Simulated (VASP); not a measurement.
# SiMo3 (Pm-3n) in VASP: a series of runs

The runs below take SiMo3 through relaxation of cell and atoms, with PBEsol, LDA.

Everything below comes from runs of VASP 6.6.1. Logs are shortened: lines on timing, memory, paths and dates and some standing lists are left out, and cuts for length are marked.

### 1 Starting point

The structure is cubic, space group Pm-3n (No. 223). The conventional cell has a = 4.865 Å, b = 4.865 Å, c = 4.865 Å, α = 90.00°, β = 90.00°, γ = 90.00°. Around Si (site symmetry m-3) lie 12 Mo at 2.72 Å. Mo (site symmetry -4m2) is surrounded by 2 Mo at 2.43 Å and 4 Si at 2.72 Å.

### 2 Relaxation of cell and atoms, PBEsol

INCAR

```
SYSTEM = SiMo3
PREC = Accurate
ENCUT = 600
EDIFF = 1E-7
ISMEAR = 1
SIGMA = 0.1
LREAL = .False.
LASPH = .True.
NELM = 80
ALGO = Normal
ISIF = 3
LWAVE = .False.
LCHARG = .False.
GGA = PS
IBRION = 2
NSW = 90
EDIFFG = -0.005
KPAR = 2
```

KPOINTS

```
Automatic mesh
0
Gamma
  8 8 8
  0 0 0
```

POSCAR

```
SiMo3                                   
1.0
    4.8650480057      0.0000000000     -0.0000000000
   -0.0000000000      4.8650480057      0.0000000000
    0.0000000000      0.0000000000      4.8650480057
  Si              Mo            
     2     6
Direct
     0.0000000000000000    0.0000000000000000    0.0000000000000000
     0.5000000000000000    0.5000000000000000    0.5000000000000000
     0.2500000000000000    0.0000000000000000    0.5000000000000000
     0.5000000000000000    0.7500000000000000    0.0000000000000000
     0.7500000000000000    0.0000000000000000    0.5000000000000000
     0.5000000000000000    0.2500000000000000    0.0000000000000000
     0.0000000000000000    0.5000000000000000    0.7500000000000000
     0.0000000000000000    0.5000000000000000    0.2500000000000000
```

Potentials or basis: VASP PAW PBE potentials, release 64 (Si, Mo_sv).

The run is started by

```bash
> cat potpaw_PBE.64/Si/POTCAR potpaw_PBE.64/Mo_sv/POTCAR > POTCAR
> mpirun -np 2 vasp_std > vasp.out
```

OUTCAR:

```text
SYSTEM = SiMo3
   PREC = Accurate
   ENCUT = 600
   EDIFF = 1E-7
   ISMEAR = 1
   LREAL = .False.
   LASPH = .True.
   NELM = 80
   ISIF = 3
   GGA = PS
   IBRION = 2
   NSW = 90
   EDIFFG = -0.005

 ion  position               nearest neighbor table
   1  0.000  0.000  0.000-   3 2.72   4 2.72   5 2.72   6 2.72   7 2.72   8 2.72   3 2.72   5 2.72
                             7 2.72   8 2.72   4 2.72   6 2.72
   2  0.500  0.500  0.500-   3 2.72   4 2.72   5 2.72   6 2.72   7 2.72   8 2.72   4 2.72   6 2.72
                             3 2.72   5 2.72   7 2.72   8 2.72
   3  0.250  0.000  0.500-   5 2.43   5 2.43   1 2.72   1 2.72   2 2.72   2 2.72   4 2.98   6 2.98
                             6 2.98   4 2.98   8 2.98   7 2.98   8 2.98   7 2.98
   4  0.500  0.750  0.000-   6 2.43   6 2.43   1 2.72   2 2.72   2 2.72   1 2.72   3 2.98   5 2.98
                             3 2.98   5 2.98   8 2.98   7 2.98   7 2.98   8 2.98
   5  0.750  0.000  0.500-   3 2.43   3 2.43   1 2.72   1 2.72   2 2.72   2 2.72   4 2.98   6 2.98
                             6 2.98   4 2.98   8 2.98   7 2.98   8 2.98   7 2.98
   6  0.500  0.250  0.000-   4 2.43   4 2.43   1 2.72   2 2.72   2 2.72   1 2.72   3 2.98   5 2.98
                             5 2.98   3 2.98   8 2.98   7 2.98   7 2.98   8 2.98
   7  0.000  0.500  0.750-   8 2.43   8 2.43   1 2.72   2 2.72   1 2.72   2 2.72   3 2.98   4 2.98
                             5 2.98   3 2.98   5 2.98   6 2.98   4 2.98   6 2.98
   8  0.000  0.500  0.250-   7 2.43   7 2.43   1 2.72   2 2.72   1 2.72   2 2.72   3 2.98   4 2.98
                             5 2.98   3 2.98   5 2.98   6 2.98   4 2.98   6 2.98

  LATTYP: Found a simple cubic cell.
 ALAT       =     4.8650480057

  Lattice vectors:

 A1 = (   4.8650480057,   0.0000000000,   0.0000000000)
 A2 = (   0.0000000000,   4.8650480057,   0.0000000000)
 A3 = (   0.0000000000,   0.0000000000,   4.8650480057)

Analysis of symmetry for initial positions (statically):
=====================================================================
 Subroutine PRICEL returns:
 Original cell was already a primitive cell.

 Routine SETGRP: Setting up the symmetry group for a
 simple cubic supercell.

 Subroutine GETGRP returns: Found 48 space group operations
 (whereof 24 operations were pure point group operations)
 out of a pool of 48 trial point group operations.

The static configuration has the point symmetry T_h .
 The point group associated with its full space group is O_h .

Analysis of symmetry for dynamics (positions and initial velocities):
=====================================================================
 Subroutine PRICEL returns:
 Original cell was already a primitive cell.

 Routine SETGRP: Setting up the symmetry group for a
 simple cubic supercell.

 Subroutine GETGRP returns: Found 48 space group operations
 (whereof 24 operations were pure point group operations)
 out of a pool of 48 trial point group operations.

The dynamic configuration has the point symmetry T_h .
 The point group associated with its full space group is O_h .

 Subroutine INISYM returns: Found 48 space group operations
 (whereof 24 operations are pure point group operations),
 and found     1 'primitive' translations

----------------------------------------------------------------------------------------

                                     Primitive cell

  volume of cell :     115.1493

  direct lattice vectors                    reciprocal lattice vectors
     4.865048006  0.000000000  0.000000000     0.205547818  0.000000000  0.000000000
     0.000000000  4.865048006  0.000000000     0.000000000  0.205547818  0.000000000
     0.000000000  0.000000000  4.865048006     0.000000000  0.000000000  0.205547818

  length of vectors
     4.865048006  4.865048006  4.865048006     0.205547818  0.205547818  0.205547818

  position of ions in fractional coordinates (direct lattice)
     0.000000000  0.000000000  0.000000000
     0.500000000  0.500000000  0.500000000
     0.250000000  0.000000000  0.500000000
     0.500000000  0.750000000  0.000000000
     0.750000000  0.000000000  0.500000000
     0.500000000  0.250000000  0.000000000
     0.000000000  0.500000000  0.750000000
     0.000000000  0.500000000  0.250000000

  ion indices of the primitive-cell ions
   primitive index   ion index
                 1           1
                 2           2
                 3           3
                 4           4
                 5           5
                 6           6
                 7           7
                 8           8

----------------------------------------------------------------------------------------

 KPOINTS: Automatic mesh

Automatic generation of k-mesh.
 Grid dimensions read from file:
 generate k-points for:    8    8    8

 Generating k-lattice:

  Cartesian coordinates                     Fractional coordinates (reciprocal lattice)
     0.025693477  0.000000000  0.000000000     0.125000000  0.000000000  0.000000000
     0.000000000  0.025693477  0.000000000     0.000000000  0.125000000  0.000000000
     0.000000000  0.000000000  0.025693477     0.000000000  0.000000000  0.125000000

  Length of vectors
     0.025693477  0.025693477  0.025693477

  Shift w.r.t. Gamma in fractional coordinates (k-lattice)
     0.000000000  0.000000000  0.000000000

 Subroutine IBZKPT returns following result:
 ===========================================

 Found     35 irreducible k-points:

 Following reciprocal coordinates:
            Coordinates               Weight
  0.000000  0.000000  0.000000      1.000000
  0.125000  0.000000  0.000000      6.000000
  0.250000  0.000000  0.000000      6.000000
  0.375000  0.000000  0.000000      6.000000
  0.500000  0.000000  0.000000      3.000000
  0.125000  0.125000  0.000000     12.000000
[... 16 lines left out ...]
  0.375000  0.375000  0.125000     24.000000
  0.500000  0.375000  0.125000     24.000000
 [... further k-points ...]
   k-points           NKPTS =     35   k-points in BZ     NKDIM =     35   number of bands    NBANDS=     55
   number of dos      NEDOS =    301   number of ions     NIONS =      8
   total plane-waves  NPLWV =  64000
   dimension x,y,z NGX =    40 NGY =   40 NGZ =   40
   dimension x,y,z NGXF=    80 NGYF=   80 NGZF=   80
   ions per type =               2   6
   NGX,Y,Z   is equivalent  to a cutoff of  13.67, 13.67, 13.67 a.u.
   NGXF,Y,Z  is equivalent  to a cutoff of  27.34, 27.34, 27.34 a.u.
 SYSTEM =  SiMo3
   PREC   = accura    normal or accurate (medium, high low for compatibility)
   ISTART =      0    job   : 0-new  1-cont  2-samecut
   ICHARG =      2    charge: 1-file 2-atom 10-const
   ISPIN  =      1    spin polarized calculation?
   LNONCOLLINEAR =      F non collinear calculations
   LSORBIT =      F    spin-orbit coupling
   LASPH  =      T    aspherical Exc in radial PAW
   ENCUT  =  600.0 eV  44.10 Ry    6.64 a.u.   9.72  9.72  9.72*2*pi/ulx,y,z
   NELM   =     80;   NELMIN=  2; NELMDL= -5     # of ELM steps
   EDIFF  = 0.1E-06   stopping-criterion for ELM
   LREAL  =      F    real-space projection
   EDIFFG = -.5E-02   stopping-criterion for IOM
   NSW    =     90    number of steps for IOM
   IBRION =      2    ionic relax: 0-MD 1-quasi-New 2-CG
   NFREE  =      1    steps in history (QN), initial steepest desc. (CG)
   ISIF   =      3    stress and relaxation
   ISYM   =      2    0-nonsym 1-usesym 2-fastsym
   POTIM  = 0.5000    time-step for ionic-motion
   TEBEG  =    0.0;   TEEND  =   0.0 temperature during run
   PSTRESS=    0.0 pullay stress
   NELECT =      92.0000    total number of electrons
   NUPDOWN=      -1.0000    fix difference up-down
   EMIN   =  10.00;   EMAX   =-10.00  energy-range for DOS
   EFERMI =   0.00;   METHOD = LEGACY
   ISMEAR =     1;   SIGMA  =   0.10  broadening in eV -4-tet -1-fermi 0-gaus
   EFERMI_NEDOS =   21; number of points for ismear=-14 and -15
   IALGO  =     38    algorithm
   IMIX   =      4    mixing-type and parameters
     AMIX     =   0.40;   BMIX     =  1.00
     AMIX_MAG =   1.60;   BMIX_MAG =  1.00
  volume/ion in A,a.u.               =      14.39        97.13
  Fermi-wavevector in a.u.,A,eV,Ry     =   1.519090  2.870665 31.397293  2.307636
  Thomas-Fermi vector in A             =   2.628123
   LORBIT       =      0    0 simple, 1 ext, 2 COOP (PROOUT), +10 PAW based schemes
   GGA     = PS    functional components
   LHFCALC =     F    Hartree Fock is set to
   AEXX    =    0.0000 exact exchange contribution
   IVDW    =     0    specifies the selected vdW correction
   LEPSILON=     F    determine dielectric tensor
   LRPA    =     F    only Hartree local field effects (RPA)
 conjugate gradient relaxation of ions
 non-spin polarized calculation
 Methfessel and Paxton  Order N= 1 SIGMA  =   0.10
  energy-cutoff  :      600.00
  volume of cell :      115.15
 maximum number of plane-waves:      3887
 NGX is ok and might be reduce to    40
   NGX = 19   NGY = 19   NGZ = 19

--------------------------------------- Ionic step        1  -------------------------------------------

 number of electron      91.9999981 magnetization

 Free energy of the ion-electron system (eV)
  ---------------------------------------------------
  ext. energy  EPLUGINS =         0.00000000
  ---------------------------------------------------
  free energy    TOTEN  =       -85.10053388 eV

  energy without entropy =      -85.10080527  energy(sigma->0) =      -85.10062435

------------------------ aborting loop because EDIFF is reached ----------------------------------------

  FORCE on cell =-STRESS in cart. coord.  units (eV):
  Direction    XX          YY          ZZ          XY          YZ          ZX
  --------------------------------------------------------------------------------------
  -------------------------------------------------------------------------------------
  Total       -0.0468474     -0.0468474     -0.0468474      0.0000000      0.0000000      0.0000000
  in kB       -0.6518303     -0.6518303     -0.6518303      0.0000000      0.0000000      0.0000000
  external PRESSURE =      -0.6518303 kB  Pullay stress =       0.0000000 kB
[... 69 lines left out ...]
  energy  without entropy=      -85.1007919272  energy(sigma->0) =      -85.10059922

--------------------------------------- Ionic step        3  -------------------------------------------

 number of electron      91.9999981 magnetization

 Free energy of the ion-electron system (eV)
  ---------------------------------------------------
  ext. energy  EPLUGINS =         0.00000000
  ---------------------------------------------------
  free energy    TOTEN  =       -85.10053919 eV

  energy without entropy =      -85.10081553  energy(sigma->0) =      -85.10063130

 E-fermi :  12.8945     XC(G=0): -13.3131

 val. band max:       12.8867214265   @ k =   0.3750   0.3750   0.0000
 cond. band min:      12.9112733764   @ k =   0.2500   0.1250   0.1250
 fundamental gap:      0.0245519499
 Fermi energy:        12.8944621738

 k-point     1 :       0.0000    0.0000    0.0000
  band No.  band energies     occupation
      1     -48.3039      2.00000
      2     -48.1795      2.00000
      3     -48.1795      2.00000
      4     -47.8298      2.00000
      5     -47.8298      2.00000
      6     -47.8298      2.00000
[... 1381 lines left out ...]
     54      15.0675      0.00000
     55      15.1104      0.00000

 [... further k-points ...]
[... 5 lines left out ...]
  --------------------------------------------------------------------------------------
  -------------------------------------------------------------------------------------
  Total       -0.0007896     -0.0007896     -0.0007896     -0.0000000      0.0000000     -0.0000000
  in kB       -0.0109886     -0.0109886     -0.0109886     -0.0000000      0.0000000     -0.0000000
  external PRESSURE =      -0.0109886 kB  Pullay stress =       0.0000000 kB
[... 23 lines left out ...]
  FREE ENERGIE OF THE ION-ELECTRON SYSTEM (eV)
  ---------------------------------------------------
  free  energy   TOTEN  =       -85.1005391914 eV

  energy  without entropy=      -85.1008155270  energy(sigma->0) =      -85.10063130

 reached required accuracy - stopping structural energy minimisation
```

It took 2.4 min on 2 MPI ranks of Intel Xeon 6975P-C (Granite Rapids), shared host; peak memory 0.37 GiB.

Results:

* Free energy: -85.1005 eV
* Relaxed volume: 14.39 Å³/atom
* Relaxed cell: a = 4.865 Å, b = 4.865 Å, c = 4.865 Å, α = 90.00°, β = 90.00°, γ = 90.00°
* Space group after relaxing (to 0.05 Å): Pm-3n (No. 223)
* Energy gained by relaxing: 0.0 meV/atom
* Ionic steps: 3
* Pressure after relaxing: 0.0 GPa
* Band gap on the k mesh: none (metal or under the smearing width)

Final structure:
```
Si Mo
1.0
     4.86467    0.00000    0.00000
     0.00000    4.86467    0.00000
     0.00000    0.00000    4.86467
Si Mo
2 6
Direct
  0.00000 0.00000 0.00000
  0.50000 0.50000 0.50000
  0.25000 0.00000 0.50000
  0.50000 0.75000 0.00000
  0.75000 0.00000 0.50000
  0.50000 0.25000 0.00000
  0.00000 0.50000 0.75000
  0.00000 0.50000 0.25000
```

Levels at points of the mesh, in eV from the Fermi level:
```tsv
k point	band 43	band 44	band 45	band 46	band 47	band 48	band 49	band 50
(0.00, 0.00, 0.00)	-1.61	-1.61	1.26	1.26	1.26	2.11	2.42	2.42
(0.50, 0.00, 0.00)	-1.74	-1.74	0.25	0.25	0.93	0.93	1.53	1.53
(0.50, 0.50, 0.00)	-1.16	-0.89	-0.89	-0.79	-0.73	-0.54	-0.11	0.25
(0.50, 0.50, 0.50)	-1.21	-1.21	-1.21	-1.21	-1.21	-1.21	1.28	1.28
```

Caveat: the PAW data sets were made with another functional, which shifts forces and pressure a little.

(Continued in part 2 of 2.)
